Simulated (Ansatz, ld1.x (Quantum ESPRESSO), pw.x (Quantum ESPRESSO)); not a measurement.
**Au (sc): variants of one TM potential in the solid**

| Item | Value |
| --- | --- |
| Element | Au (Z = 79) |
| Generator | ld1.x (Quantum ESPRESSO) 7.5 |
| Type | norm-conserving Troullier–Martins (Kleinman–Bylander form) |
| Functional | PBE |
| Relativity | scalar-relativistic |
| Frozen core | [Xe] 4f14 |
| Valence charge | 11 |
| Reference configuration | 5d10 6s1 6p0 |
| Partial waves | 6p (bound, empty): rc 2.50 bohr; 5d (bound): rc 2.40 bohr; 6s (bound): rc 1.75 bohr |
| Local potential | the s channel |
| Core correction | a·sin(br)/r model core, default radius (core density twice the valence density) |

Crystal test: sc Au in pw.x 7.5, no spin, 12³ k-points, Fermi–Dirac smearing 0.01 Ry, cutoffs set for each file from its atomic test. The reference is all-electron LAPW (Ansatz 0.2.0) with the same functional, mesh and smearing; V0 and B0 come from Birch–Murnaghan fits to the pressures at five volumes. Errors are pseudo minus all-electron; Δ is the rms difference of the E(V) curves that follow from these fits, minima aligned, over ±6 % about the mean V0. Mesh and smearing are coarse, so the numbers serve the comparison and aren't converged zero-temperature values; the lattice is a test structure that the element need not adopt.

All-electron: a0 = 2.747 Å (V0 = 20.73 Å³/atom), B0 = 104.8 GPa.

Base: This is a poor potential for the solid. The free energy does not fall steadily as the cutoff rises, most likely since the density grid, which shrinks with it, is too coarse for the model core; the lower cutoffs are not converged.

1 further variants are left out: they gave no file fit for a test, a broken result, the same result as the base, or pressures whose basis-set error rivals the error shown.

A dash in a converged row means that the minimum lies outside the volumes sampled.

| change | cutoffs (Ry) | pw.x | a0 (Å) | a0 error (%) | B0 error (%) | Δ (meV/atom) | mean pressure error (GPa) |
| --- | --- | --- | --- | --- | --- | --- | --- |
| base | 85/340 | converged | 2.773 | +0.92 | -4.2 | 13.0 | +2.97 |
| all radii but the core radius scaled by about 0.94 (s 1.64, p 2.34, d 2.26 bohr) | 100/400 | converged | 2.768 | +0.74 | -3.6 | 10.6 | +2.42 |
| reference 5d9 6s0 6p0 | 70/280 | converged | 2.764 | +0.61 | -2.2 | 8.7 | +1.95 |
| core correction a·sin(br)/r model core inside 2.08 bohr | 85/340 | converged | 2.770 | +0.82 | -3.1 | 11.7 | +2.67 |

(1) Give the row for: local potential the d channel.

Results:

(1) pw.x: converged; bound ghost; mean pressure error (GPa): -36.43.
